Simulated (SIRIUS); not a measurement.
As: changing the dispersion correction

Symmetry: R-3m, No. 166, trigonal system. The conventional cell has a = 3.762 Å, b = 3.762 Å, c = 10.542 Å, α = 90.00°, β = 90.00°, γ = 120.00°. As (site symmetry 3m) has 3 As at 2.51 Å as nearest neighbours.

Kept alike: task equation of state; functional PBE; k mesh 7 × 7 × 7; occupations fermi-dirac, width 0.05 eV; no spin polarisation. Program: SIRIUS, all-electron FP-LAPW, apw+lo standard, cutoff 184 eV. The mesh is that of the run's cell of 2 atoms. No spin-orbit coupling.

| dispersion correction | volume (Å³/atom) | bulk modulus (GPa) |
| --- | --- | --- |
| D3(zero) | 22.138 | 72.8 |
| D3(BJ) | 21.641 | 76.1 |
| D4 | 21.641 | 76.6 |
| none | 22.569 | 69.2 |

Volume and modulus come from cells scaled at fixed shape and fractions; off cubic symmetry such a modulus can lie above the relaxed one.

Problem. What does the dispersion correction change here?

Solution. The volume runs from 21.641 (D3(BJ); D4) to 22.569 Å³/atom (none). Against no correction: D3(zero) -1.9 %; D3(BJ) -4.1 %; D4 -4.1 %. Dispersion terms mostly attract and so lower the volume; the schemes' coefficients and damping set how far. The bulk modulus runs from 69.2 (none) to 76.6 GPa (D4).
